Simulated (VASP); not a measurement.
Write the native input for VASP 6.6.1 that does the following.

- Task: single point
- Functional: PBE
- Potentials or basis: VASP PAW PBE potentials, release 64 (Ge_d, H)
- Cutoff: 400 eV
- k mesh: 1 × 1 × 1
- Occupations: gaussian, width 0.05 eV
- Spin: no spin polarisation
- Further INCAR settings: LREAL = Auto; ALGO = Normal; EDIFF = 1e-07; ISYM = 0

The structure of Ge8H3 lies in POSCAR:

```
Ge8H3                                   
1.0
    8.0016203359      8.0016203359      0.0000000000
   -8.0016203359      8.0016203359      0.0000000000
    0.0000000000      0.0000000000     23.7419000000
  Ge              H             
    48    18
Selective dynamics
Direct
     0.6874844796523469    0.3125154342772459    0.4196610226881763   T   T   T
     0.8109052985929402    0.6819680562371955    0.4200458675085491   T   T   T
     0.0499590853152646    0.9500406051956012    0.4370432124074445   T   T   T
     0.3180318790798404    0.1890946508792682    0.4200457935743900   T   T   T
     0.9666007440504750    0.5351113032897667    0.4556396085718298   T   T   T
     0.2070600596086352    0.7929398548533451    0.4353435007325560   T   T   T
     0.4648887632151278    0.0333995544558763    0.4556396501535953   T   T   T
     0.5359397278674003    0.4640601661268047    0.4558751671681950   T   T   T
     0.8772156344351573    0.3898861378425535    0.3860455568579362   T   T   T
     0.8809555890048666    0.8716739937870089    0.3834678652261320   T   T   T
     0.1283257263540883    0.1190442945505687    0.3834680204381729   T   T   T
     0.3881184185217161    0.3806182273023102    0.3866128949858905   T   T   T
     0.1105016984131431    0.6275241934483987    0.3864324699485491   T   T   T
     0.3724757026069507    0.8894983547026047    0.3864325099758820   T   T   T
     0.6101136786607022    0.1227844924122071    0.3860450990504357   T   T   T
     0.6193817575443149    0.6118815835412893    0.3866130081610728   T   T   T
     0.9980735727918811    0.2520195193139682    0.3288507859879262   T   T   T
     0.0015673159097404    0.7481776796108390    0.3178523905426173   T   T   T
     0.2518220905839104    0.9984328002107814    0.3178524410963751   T   T   T
     0.4984525388522989    0.2499871512446390    0.3183671829045330   T   T   T
     0.2476894734190084    0.5023831131855708    0.3308383802149080   T   T   T
     0.4976171146858833    0.7523107243114345    0.3308384207309594   T   T   T
     0.7479807520518421    0.0019265303850615    0.3288506545610708   T   T   T
     0.7500130355235732    0.5015472472557401    0.3183674462143741   T   T   T
     0.8731306428827995    0.1268696290050456    0.2673742791933978   T   T   T
     0.8758932095775165    0.6247861138142132    0.2596084371332405   T   T   T
     0.1240948367326643    0.8759051242014896    0.2598916657697390   T   T   T
     0.3752136825082164    0.1241067340308152    0.2596083712432784   T   T   T
     0.1272131559542017    0.3745636933863714    0.2679947641500348   T   T   T
     0.3725220586245634    0.6274781831701344    0.2684970825238606   T   T   T
     0.6254364598191335    0.8727869521748849    0.2679947326382182   T   T   T
     0.6226958668258277    0.3773042826848494    0.2602503461840472   T   T   T
     0.7503392662388125    0.2496607681816659    0.2037033318617987   T   T   T
     0.7482756283523224    0.7515775755822058    0.2034555305885108   T   T   T
     0.9965606486470476    0.0034393646637398    0.2039266537958864   T   T   T
     0.2484223375874012    0.2517244077487387    0.2034554872221267   T   T   T
     0.0032310243804318    0.4967713896312997    0.2039845104950317   T   T   T
     0.2511173921701820    0.7488826382291079    0.2034413395851776   T   T   T
     0.5032286066555433    0.9967689500006340    0.2039845110368887   T   T   T
     0.4953590875350183    0.5046409404180102    0.2041363448685064   T   T   T
     0.8750000000000000    0.3750000000000000    0.1448662490999979   F   F   F
     0.8750000000000000    0.8750000000000000    0.1448662490999979   F   F   F
     0.1250000000000000    0.1250000000000000    0.1448662490999979   F   F   F
     0.3750000000000000    0.3750000000000000    0.1448662490999979   F   F   F
     0.1250000000000000    0.6250000000000000    0.1448662490999979   F   F   F
     0.3750000000000000    0.8750000000000000    0.1448662490999979   F   F   F
     0.6250000000000000    0.1250000000000000    0.1448662490999979   F   F   F
     0.6250000000000000    0.6250000000000000    0.1448662490999979   F   F   F
     0.9510221023000014    0.2989778976999986    0.1052990704000010   F   F   F
     0.7989778976999986    0.4510221023000014    0.1052990704000010   F   F   F
     0.9510221023000014    0.7989778976999986    0.1052990704000010   F   F   F
     0.7989778976999986    0.9510221023000014    0.1052990704000010   F   F   F
     0.2010221023000014    0.0489778976999986    0.1052990704000010   F   F   F
     0.0489778976999986    0.2010221023000014    0.1052990704000010   F   F   F
     0.4510221023000014    0.2989778976999986    0.1052990704000010   F   F   F
     0.2989778976999986    0.4510221023000014    0.1052990704000010   F   F   F
     0.2010221023000014    0.5489778976999986    0.1052990704000010   F   F   F
     0.0489778976999986    0.7010221023000014    0.1052990704000010   F   F   F
     0.4510221023000014    0.7989778976999986    0.1052990704000010   F   F   F
     0.2989778976999986    0.9510221023000014    0.1052990704000010   F   F   F
     0.7010221023000014    0.0489778976999986    0.1052990704000010   F   F   F
     0.5489778976999986    0.2010221023000014    0.1052990704000010   F   F   F
     0.7010221023000014    0.5489778976999986    0.1052990704000010   F   F   F
     0.5489778976999986    0.7010221023000014    0.1052990704000010   F   F   F
     0.2348673317021950    0.7651326215965917    0.4980725083383200   T   T   T
     0.0127401553540992    0.9872596167722991    0.4975508479490210   T   T   T
```

The cell was built by a generator and needn't be a form met in nature.

The input as run:

INCAR

```
PREC     = Accurate       # precision mode
ENCUT    = 400            # plane-wave cutoff, eV
EDIFF    = 1E-7           # SCF threshold, eV
ISMEAR   = 0              # smearing method
SIGMA    = 0.05           # smearing width, eV
LREAL    = Auto         
LASPH    = True           # aspherical terms in the spheres
NELM     = 80             # most SCF steps
ALGO     = Normal         # electronic algorithm
ISIF     = 2              # what is computed and relaxed
LWAVE    = False          # write WAVECAR
LCHARG   = False          # write CHGCAR
GGA      = PE             # functional
ISYM     = 0            
NCORE    = 4
```

KPOINTS

```
regular mesh
0
Gamma
  1 1 1
```

Potentials or basis: VASP PAW PBE potentials, release 64 (Ge_d, H).

Run with:

```bash
$ cat potpaw_PBE.64/Ge_d/POTCAR potpaw_PBE.64/H/POTCAR > POTCAR
$ mpirun -np 8 vasp_gam > vasp.out
```

Results of the run:

* Largest force: 0.281 eV/Å
* Band gap on the k mesh: 0.42 eV, direct

Wall time 4.6 min on 8 MPI ranks on Intel(R) Xeon(R) 6975P-C (Granite Rapids) (shared host), peak memory 0.4 GiB a rank.
